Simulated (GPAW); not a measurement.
# Hg (I4/mmm) in GPAW: a series of runs

One crystal, Hg, is run at these levels: LDA, PBEsol, PBE; tasks: single point.

Everything below comes from runs of GPAW 26.7.0. Logs are shortened: lines on timing, memory, paths and dates and some standing lists are left out, and cuts for length are marked. The log counts tension as positive stress, the text compression.

### 1 Starting point

Symmetry: I4/mmm, No. 139, tetragonal system. The conventional cell has a = 3.753 Å, b = 3.753 Å, c = 3.834 Å, α = 90.00°, β = 90.00°, γ = 90.00°. Around Hg (site symmetry 4/mmm) lie 12 Hg at 3.27 to 3.75 Å.

### 2 Single point, LDA

Contents of run.py:

```python
from ase.dft.bandgap import bandgap
from ase.io import read, write
from ase.units import GPa
from gpaw import GPAW, PW

atoms = read('POSCAR')

calc = GPAW(mode=PW(600),
            xc='LDA',
            kpts={'size': (10, 10, 10), 'gamma': True},
            occupations={'name': 'methfessel-paxton', 'order': 0, 'width': 0.02},
            nbands=13,
            convergence={'density': 1e-05, 'energy': 1e-05},
            maxiter=150,
            txt='gpaw.txt')
atoms.calc = calc
energy = atoms.get_potential_energy()
forces = atoms.get_forces()
stress = atoms.get_stress()
calc.write('gs.gpw')
write('result.traj', atoms)
print(f'Energy: {energy:.6f} eV')
print('Forces (eV/A):')
print(forces.round(4))
print('Stress (GPa):', (stress / GPa).round(3))
print('Fermi level:', round(calc.get_fermi_level(), 4), 'eV')
print(f'Gap: {bandgap(calc)[0]:.4f} eV, direct: {bandgap(calc, direct=True)[0]:.4f} eV')
```

Contents of POSCAR:

```
Hg
1.0
   -1.8767364354      1.8767364354      1.9168448550
    1.8767364354     -1.8767364354      1.9168448550
    1.8767364354      1.8767364354     -1.9168448550
Hg
1
Direct
    0.5000000000      0.5000000000      0.0000000000
```

Potentials or basis: the program's PAW data sets (release 1.2.1) made for this functional, pw.

Run with:

```
OMP_NUM_THREADS=1 python run.py
```

gpaw.txt:

```text
__  _  _
 | _ |_)|_||  |
 |__||  | ||/\| - 26.7.0

Input parameters:
  mode=PW(ecut=600.0),
  convergence={'density': 1e-05, 'energy': 1e-05},
  kpts=MonkhorstPack(size=(10, 10, 10), gamma=True),
  maxiter=150,
  nbands=13,
  occupations=Occupations(name='methfessel-paxton', order=0, width=0.02),
  xc=XC(name='LDA')

Diagonalizing LCAO Hamiltonian
Converting LCAO to pw mode

       Hg

Atoms  # Å, Bohr magnetons
|   | symbol |        x |        y |        z |    initial magnetic moments |
|---|--------|----------|----------|----------|-----------------------------|
| 0 |     Hg | 0.000000 | 0.000000 | 1.916845 | ( 0.0000,  0.0000,  0.0000) |

Unit cell  # Å
| periodic |         x |         y |         z |  lengths |     angles |
|----------|-----------|-----------|-----------|----------|------------|
|      yes | -1.876736 |  1.876736 |  1.916845 | 3.273923 | 110.047371 |
|      yes |  1.876736 | -1.876736 |  1.916845 | 3.273923 | 110.047371 |
|      yes |  1.876736 |  1.876736 | -1.916845 | 3.273923 | 108.324965 |

Number of symmetries: 16
Symmetry operations  # r_c * U_cc + t_c -> r_c
|    | kind |            matrix            |
|----|------|------------------------------|
|  0 |  σ   |  1, 1, 1,  0, 0,-1,  0,-1, 0 |
|  1 |  C4  |  1, 1, 1,  0, 0,-1, -1, 0, 0 |
|  2 |  E   |  1, 0, 0,  0, 1, 0,  0, 0, 1 |
|  3 |  σ   |  1, 0, 0,  0, 1, 0, -1,-1,-1 |
|  4 |  σ   |  0, 1, 0,  1, 0, 0,  0, 0, 1 |
|  5 |  C2  |  0, 1, 0,  1, 0, 0, -1,-1,-1 |
|  6 |  C2  |  0, 0, 1, -1,-1,-1,  1, 0, 0 |
|  7 |  S4  |  0, 0, 1, -1,-1,-1,  0, 1, 0 |
|  8 |  C4  |  0, 0,-1,  1, 1, 1,  0,-1, 0 |
|  9 |  σ   |  0, 0,-1,  1, 1, 1, -1, 0, 0 |
| 10 |  σ   |  0,-1, 0, -1, 0, 0,  1, 1, 1 |
| 11 |  C2  |  0,-1, 0, -1, 0, 0,  0, 0,-1 |
| 12 |  C2  | -1, 0, 0,  0,-1, 0,  1, 1, 1 |
| 13 |  i   | -1, 0, 0,  0,-1, 0,  0, 0,-1 |
| 14 |  S4  | -1,-1,-1,  0, 0, 1,  1, 0, 0 |
| 15 |  C2  | -1,-1,-1,  0, 0, 1,  0, 1, 0 |

BZ-sampling:
  Number of BZ points: 1000
  Number of IBZ points: 102

  Monkhorst-Pack size: [10, 10, 10]
  Monkhorst-Pack shift: [0.05, 0.05, 0.05]

K-points  # in reciprocal-cell coordinates
|     |                                coordinates |     weight |
|-----|--------------------------------------------|------------|
|   0 | (  0.00000000,   0.00000000,   0.00000000) | 0.00100000 |
|   1 | (  0.10000000,  -0.10000000,   0.00000000) | 0.00400000 |
|   2 | (  0.10000000,  -0.10000000,   0.10000000) | 0.00400000 |
|   3 | (  0.10000000,   0.00000000,   0.00000000) | 0.00800000 |
|   4 | (  0.10000000,   0.10000000,  -0.10000000) | 0.00200000 |
|   5 | (  0.20000000,  -0.20000000,   0.00000000) | 0.00400000 |
|   6 | (  0.20000000,  -0.20000000,   0.10000000) | 0.00800000 |
|   7 | (  0.20000000,  -0.20000000,   0.20000000) | 0.00400000 |
|   8 | (  0.20000000,  -0.10000000,   0.00000000) | 0.01600000 |
|   9 | (  0.20000000,  -0.10000000,   0.10000000) | 0.00800000 |
| ... |                                            |            |
| 101 | (  0.50000000,   0.50000000,   0.50000000) | 0.00100000 |

Plane wave coefficients: 943
Cutoff: 600.0 eV

Spin-components: 1 (collinear spins)
Bands:           13
Projectors:      6
Spin-degeneracy: 2
Datatype:        complex128

Parallelization:
  kpt:    1
  domain: 1
  band:   1

Density:
  Valence electrons: 18.0
  Components: 1
  Grid points: [20 20 20]
  Charge: 0.0  # |e|

Potential:
  Grid points: [20 20 20]

species:
  Hg:
    name:    Mercury
    Z:       80.0
    valence: 18
    core:    62
    charge:  0.0  # [|e|]
    compensation charges:
      type: gauss
      rc: 0.41  # [Å]
      lmax: 2
    cutoffs:
      filter: 2.17  # [Å]
      core: 2.06  # [Å]
    projectors
    | kind |    occ | energy [eV] | rcut [Å] |
    |------|--------|-------------|----------|
    |   6s |  2.000 |      -7.094 |    1.307 |
    |   5p |  6.000 |     -66.817 |    1.291 |
    |   6p |  0.000 |      -1.195 |    1.291 |
    |   5d | 10.000 |     -10.099 |    1.302 |
    |    s |        |      20.118 |    1.307 |
    |    d |        |      17.112 |    1.302 |

    Using partial waves for Hg as LCAO basis

Reference energy: -532864.961079  # eV

eigensolver:
  PPCG
  Converge bands: occupied
  niter=2

density mixing:
  MSR1-Mixer
  Pratt-step length: 0.05
  Maximum mixing coefficient: 0.75
  Old densities: 10
  SVD Regularization: 0.005
  Good broyden scale: 1.0
  Trust region scale: 1.0
  Backstep threshold: 4.0
  History deletion threshold: 6.0
  Fourier metric: weight=20.0, sigma=0.015

occupation numbers:
  Methfessel-Paxton:
    width: 0.0200  # eV
    order: 0

poisson solver:
  ecut: 4800.0  # eV

xc functional:
  name: None

convergence criteria:
- Maximum integral of absolute [dens]ity change: 1e-05 electrons / valence electron
- Maximum [total energy] change in last 3 cyles: 1e-05 eV / valence electron
- Maximum integral of absolute [eigenst]ate change: 4e-08 eV^2 / valence electron
maximum number of iterations: 150

SCF iterations
|iter     | |      energy | eigst |  dens |
|---------|-|-------------|-------|-------|
|iter:   1| |   -1.619512 | -0.15 |       |
|iter:   2| |   -1.616373 | -2.40 | -1.72 |
|iter:   3| |   -1.614838 | -2.87 | -1.77 |
|iter:   4| |   -1.621748 | -3.19 | -2.15 |
|iter:   5| |   -1.623811 | -3.47 | -2.56 |
|iter:   6| |   -1.623805 | -5.74 | -3.53 |
|iter:   7| |   -1.623805c| -5.84 | -3.90 |
|iter:   8| |   -1.623805c| -7.86c| -4.82 |
|iter:   9| |   -1.623805c| -8.18c| -5.40c|

Converged in 9 steps
Energy contributions relative to reference atoms: (reference = -532864.961079)

Energy contributions:
  Kinetic:          15.756739
  Coulomb:         -12.128457
  Zero:             -2.174461
  External:          0.000000
  Xc:               -3.077574
  Entropy:          -0.000103
  Spinorbit:         0.000000
  ----------------------------
  Free energy:      -1.623857
  Extrapolated:     -1.623805

dipole moment: (-6.578942, -6.578942, 6.719543)  # |e|*Ang

Fermi level: 5.146
Eigenvalues  # (at kpt = [0.000, 0.000, 0.000])
| band index |      eig [eV] | occ [0-2] |
|------------|---------------|-----------|
|          0 |       -57.810 |     2.000 |
|          1 |       -57.810 |     2.000 |
|          2 |       -57.809 |     2.000 |
|          3 |        -2.825 |     2.000 |
|          4 |        -1.609 |     2.000 |
|          5 |        -1.609 |     2.000 |
|          6 |        -1.564 |     2.000 |
|          7 |        -0.926 |     2.000 |
|          8 |        -0.876 |     2.000 |
|          9 |        19.249 |     0.000 |
|         10 |        19.376 |     0.000 |
|         11 |        19.384 |     0.000 |
|         12 |        19.418 |     0.000 |

No gap
No difference between direct/indirect transitions

Forces  # eV/Ang
|       x |       y |        z |
|---------|---------|----------|
| 0.00000 | 0.00000 | -0.00000 |  # Hg   0

Stress tensor  # eV/Ang^3
|        x |         y |         z |
|----------|-----------|-----------|
| 0.029785 |  0.000000 |  0.000000 |
| 0.000000 |  0.029785 | -0.000000 |
| 0.000000 | -0.000000 |  0.025999 |

# Writing to gs.gpw (mode='')
```

Run time: 18 s. Hardware: 1 thread of Arm Neoverse V1, shared host; peak memory 0.16 GiB.

Results:

```
Free energy            : -1.6239 eV
Pressure               : -4.6 GPa
Band gap on the k mesh : none (metal or under the smearing width)
```

The run has no spin-orbit coupling, so splittings on Hg are missing.

### 3 Single point, PBEsol

Changes to run.py since step 2:

```diff
@@ -3,3 +3,5 @@
 from ase.units import GPa
-from gpaw import GPAW, PW
+from gpaw import GPAW, PW, setup_paths
+
+setup_paths.insert(0, '.')
 
@@ -8,5 +10,5 @@
 calc = GPAW(mode=PW(600),
-            xc='LDA',
+            xc='PBEsol',
             kpts={'size': (10, 10, 10), 'gamma': True},
-            occupations={'name': 'methfessel-paxton', 'order': 0, 'width': 0.02},
+            occupations={'name': 'methfessel-paxton', 'order': 0, 'width': 0.1},
             nbands=13,
```

POSCAR is that of step 2.

Potentials or basis: PAW data sets generated in the run's folder for this functional, pw.

Run with:

```
gpaw-setup -f PBEsol Hg
OMP_NUM_THREADS=1 python run.py
```

Run time: 23 s. Hardware: 1 thread of Arm Neoverse V1, shared host; peak memory 0.16 GiB.

Results (log left out):

```yaml
Free_energy: -1.2705 eV
Pressure: -2.6 GPa
Band_gap_on_the_k_mesh: none (metal or under the smearing width)
```

Stress tensor (GPa, compression positive):
```
-2.76  0.00  0.00
 0.00 -2.76  0.00
 0.00  0.00 -2.18
```

Levels at points of the mesh, in eV from the Fermi level:
```
           k point  band 7  band 8  band 9  band 10  band 11
(0.00, 0.00, 0.00)   -6.76   -6.12   -6.08    14.04    14.19
(0.50, 0.00, 0.50)   -6.07   -5.61   -1.46    -0.94     8.78
(0.50, 0.50, 0.00)   -6.05   -5.59   -1.33    -0.87     8.46
(0.50, 0.50, 0.50)   -5.71   -5.71    2.51     3.43     3.87
```

### 4 Single point, PBE

Changes to run.py since step 3:

```diff
@@ -1,14 +1,18 @@
+from ase import Atoms
 from ase.dft.bandgap import bandgap
-from ase.io import read, write
+from ase.io import write
 from ase.units import GPa
-from gpaw import GPAW, PW, setup_paths
+from gpaw import GPAW, PW
 
-setup_paths.insert(0, '.')
-
-atoms = read('POSCAR')
+atoms = Atoms(['Hg'],
+              cell=[[-1.8767364354, 1.8767364354, 1.916844855],
+                    [1.8767364354, -1.8767364354, 1.916844855],
+                    [1.8767364354, 1.8767364354, -1.916844855]],
+              scaled_positions=[[0.5, 0.5, 0.0]],
+              pbc=True)
 
 calc = GPAW(mode=PW(600),
-            xc='PBEsol',
+            xc='PBE',
             kpts={'size': (10, 10, 10), 'gamma': True},
-            occupations={'name': 'methfessel-paxton', 'order': 0, 'width': 0.1},
+            occupations={'name': 'methfessel-paxton', 'order': 0, 'width': 0.05},
             nbands=13,
```

Potentials or basis: GPAW PAW data sets (gpaw-data 1.2.1), pw.

Run with:

```
OMP_NUM_THREADS=1 python run.py
```

gpaw.txt:

```text
__  _  _
 | _ |_)|_||  |
 |__||  | ||/\| - 26.7.0

Input parameters:
  mode=PW(ecut=600.0),
  convergence={'density': 1e-05, 'energy': 1e-05},
  kpts=MonkhorstPack(size=(10, 10, 10), gamma=True),
  maxiter=150,
  nbands=13,
  occupations=Occupations(name='methfessel-paxton', order=0, width=0.05),
  xc=XC(name='PBE')

Diagonalizing LCAO Hamiltonian
Converting LCAO to pw mode

       Hg

Atoms  # Å, Bohr magnetons
|   | symbol |        x |        y |        z |    initial magnetic moments |
|---|--------|----------|----------|----------|-----------------------------|
| 0 |     Hg | 0.000000 | 0.000000 | 1.916845 | ( 0.0000,  0.0000,  0.0000) |

Unit cell  # Å
| periodic |         x |         y |         z |  lengths |     angles |
|----------|-----------|-----------|-----------|----------|------------|
|      yes | -1.876736 |  1.876736 |  1.916845 | 3.273923 | 110.047371 |
|      yes |  1.876736 | -1.876736 |  1.916845 | 3.273923 | 110.047371 |
|      yes |  1.876736 |  1.876736 | -1.916845 | 3.273923 | 108.324965 |

Number of symmetries: 16
Symmetry operations  # r_c * U_cc + t_c -> r_c
|    | kind |            matrix            |
|----|------|------------------------------|
|  0 |  σ   |  1, 1, 1,  0, 0,-1,  0,-1, 0 |
|  1 |  C4  |  1, 1, 1,  0, 0,-1, -1, 0, 0 |
|  2 |  E   |  1, 0, 0,  0, 1, 0,  0, 0, 1 |
|  3 |  σ   |  1, 0, 0,  0, 1, 0, -1,-1,-1 |
|  4 |  σ   |  0, 1, 0,  1, 0, 0,  0, 0, 1 |
|  5 |  C2  |  0, 1, 0,  1, 0, 0, -1,-1,-1 |
|  6 |  C2  |  0, 0, 1, -1,-1,-1,  1, 0, 0 |
|  7 |  S4  |  0, 0, 1, -1,-1,-1,  0, 1, 0 |
|  8 |  C4  |  0, 0,-1,  1, 1, 1,  0,-1, 0 |
|  9 |  σ   |  0, 0,-1,  1, 1, 1, -1, 0, 0 |
[... 112 lines left out ...]
- Maximum integral of absolute [eigenst]ate change: 4e-08 eV^2 / valence electron
maximum number of iterations: 150

SCF iterations
|iter     | |      energy | eigst |  dens |
|---------|-|-------------|-------|-------|
|iter:   1| |   -0.875998 | -0.15 |       |
|iter:   2| |   -0.876498 | -2.42 | -1.80 |
|iter:   3| |   -0.892463 | -2.61 | -1.84 |
|iter:   4| |   -0.903861 | -2.86 | -2.18 |
|iter:   5| |   -0.905956 | -3.36 | -2.64 |
|iter:   6| |   -0.905955 | -5.39 | -3.50 |
|iter:   7| |   -0.905963c| -5.33 | -3.89 |
|iter:   8| |   -0.905963c| -7.25 | -4.66 |
|iter:   9| |   -0.905963c| -7.46c| -5.24c|

Converged in 9 steps
Energy contributions relative to reference atoms: (reference = -533155.778727)

Energy contributions:
  Kinetic:          18.119609
  Coulomb:         -14.236161
  Zero:             -2.138585
  External:          0.000000
  Xc:               -2.650626
  Entropy:          -0.000398
  Spinorbit:         0.000000
  ----------------------------
  Free energy:      -0.906162
  Extrapolated:     -0.905963

dipole moment: (-6.546922, -6.546922, 6.686839)  # |e|*Ang

Fermi level: 5.609
Eigenvalues  # (at kpt = [0.000, 0.000, 0.000])
| band index |      eig [eV] | occ [0-2] |
|------------|---------------|-----------|
|          0 |       -57.447 |     2.000 |
|          1 |       -57.447 |     2.000 |
|          2 |       -57.446 |     2.000 |
|          3 |        -2.348 |     2.000 |
|          4 |        -1.271 |     2.000 |
|          5 |        -1.271 |     2.000 |
|          6 |        -1.227 |     2.000 |
|          7 |        -0.602 |     2.000 |
|          8 |        -0.554 |     2.000 |
|          9 |        19.741 |     0.000 |
|         10 |        19.832 |     0.000 |
|         11 |        19.866 |     0.000 |
|         12 |        19.927 |     0.000 |

No gap
No difference between direct/indirect transitions

Forces  # eV/Ang
|       x |       y |        z |
|---------|---------|----------|
| 0.00000 | 0.00000 | -0.00000 |  # Hg   0

Stress tensor  # eV/Ang^3
|         x |         y |         z |
|-----------|-----------|-----------|
| -0.005747 |  0.000000 | -0.000000 |
|  0.000000 | -0.005747 |  0.000000 |
| -0.000000 |  0.000000 | -0.009529 |

# Writing to gs.gpw (mode='')
```

It took 19 s on 1 thread of Arm Neoverse V1, shared host; peak memory 0.16 GiB.

What came out:

```yaml
Free_energy: -0.9062 eV
Pressure: 1.1 GPa
Band_gap_on_the_k_mesh: none (metal or under the smearing width)
```

### 5 Overview

| level | potentials or basis | smearing | gap on the mesh (eV) | pressure (GPa) |
| --- | --- | --- | --- | --- |
| LDA | the program's PAW data sets (release 1.2.1) made for this functional, pw | gaussian 0.02 eV | none | -4.6 |
| PBEsol | PAW data sets generated in the run's folder for this functional, pw | gaussian 0.1 eV | none | -2.6 |
| PBE | GPAW PAW data sets (gpaw-data 1.2.1), pw | gaussian 0.05 eV | none | 1.1 |

Alike in all rows: task single point; no spin polarisation; cell as given; k mesh 10 × 10 × 10; cutoff (eV) 600.

Total energies depend on the potentials used, so only differences within one code and one set of settings carry meaning.
